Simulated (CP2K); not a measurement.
## CdO (Monteponite) under changes of volume

One of the cells (12.970 Å³/atom); the others are scaled copies at fixed shape and fractional positions:

```
Cd O
1.0
     3.32269    0.00000    0.00000
     1.66135    2.87754    0.00000
     1.66135    0.95918    2.71297
Cd O
1 1
Direct
  0.00000 0.00000 0.00000
  0.50000 0.50000 0.50000
```

* Program: CP2K 2026.2
* Functional: PBEsol
* Potentials or basis: POTENTIAL_UZH Cd GTH-PBE-q12, O GTH-PBE-q6; TZVP-MOLOPT-PBE-GTH basis
* Density cutoff: 8163 eV
* k mesh: 10 × 10 × 10
* Occupations: fermi-dirac, width 0.05 eV
* Spin: no spin polarisation

```tsv
volume (Å³/atom)	energy over the lowest point (meV/atom)	pressure (GPa)
12.191	?	?
12.451	16.01	8.4
12.710	5.38	4.8
12.970	0.24	1.6
13.229	0.00	-1.2
13.488	4.12	-3.8
13.748	12.13	-6.1
```

Question: What does the run at 12.191 Å³/atom give?

Answer: Energy over the lowest point 32.45 meV/atom; pressure 12.4 GPa.

Worked out: A Birch-Murnaghan fit of order 3 (a polynomial in V^(-2/3)) to the other rows has its minimum at 13.11 Å³/atom with B0 = V·E''(V) = 143 GPa and B' = 4.9. It gives 32.90 meV/atom at 12.191 Å³/atom, against the run's 32.45, and -dE/dV = 12.5 GPa, against 12.4.

Energies are extrapolated to zero smearing.

Caveats: the potentials were made for another functional, which shifts forces and pressure; the basis of atomic orbitals isn't converged, which shifts pressures, moduli and gaps.
